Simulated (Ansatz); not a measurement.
# SnO: the cost of one run

Computed with Ansatz 0.2.0 (DFT PBE+D3(BJ), scalar-relativistic, plane waves, PAW, unless a step's input says otherwise).

4 further runs of the same task are left out: 2 that didn't finish, 2 set aside as unsound or not needed.

**1. The structure to begin with**

Symmetry: P4/nmm, No. 129, tetragonal system. The conventional cell has a = 3.837 Å, b = 3.837 Å, c = 4.762 Å, α = 90.00°, β = 90.00°, γ = 90.00°. Around Sn (site symmetry 4mm) lie 4 O at 2.24 Å. O (site symmetry -4m2) is surrounded by 4 Sn at 2.24 Å.

Structure file:

```xyz
4
Lattice="3.8371 0.0000 0.0000 0.0000 3.8371 0.0000 0.0000 0.0000 4.7621" Properties=species:S:1:pos:R:3 pbc="T T T"
Sn    0.0000    1.9185    1.1584
Sn    1.9185    0.0000    3.6038
O     0.0000    0.0000    0.0000
O     1.9185    1.9185    0.0000
```

This cell was relaxed beforehand with the same method: volume 17.53 Å³/atom, gap on the mesh none (metal).

**2. Zero of energy**

The reference gives a free energy of -13184.3101 eV, pressure -0.01 GPa, largest force 0.006 eV/Å and gap on the mesh none (metal). It was computed beforehand with the settings of the runs below.

**3. Next: a sublattice displacement scan**

Every Sn atom is moved by x along the Cartesian unit vector (0.577, 0.577, 0.577); the cell and all other atoms stay fixed. Forces below are components along that vector, summed over the moved atoms.

**4. Point x = -0.300 Å**

Input file input.yaml:

```yaml
crystal:
  lattice:
    - [3.8370962941, 0.0, 0.0]
    - [0.0, 3.8370962941, 0.0]
    - [0.0, 0.0, 4.7621297486]
  atoms:
    - { symbol: Sn, position: [-0.0451396232, 0.4548603768, 0.2068708008] }
    - { symbol: Sn, position: [0.4548603768, -0.0451396232, 0.7203865022] }
    - { symbol: O, position: [0.0, 0.0, 0.0] }
    - { symbol: O, position: [0.5, 0.5, 0.0] }
basis:
  ecutwfc: 420
kpoints:
  mp_grid: { grid: [12, 12, 10] }
hamiltonian:
  xc: pbe
  dispersion: d3bj
scf:
  occupations: { method: gaussian, width: 0.15 }
output:
  forces: true
  stress: true
  eigenvalues: true
  write_density: true
  write_potential: true
  elf: true
  volumetric_format: npy
```

On the command line:

```console
$ ansatz run input.yaml --threads 1 --pin off --max-ram 2560MiB --backend cpu --events-out ev --progress --plain --runs-dir out
```

Q: Estimate wall time and peak memory on 1 thread of Arm Neoverse V2, shared host.

About 73 s, with a peak of 0.79 GiB.
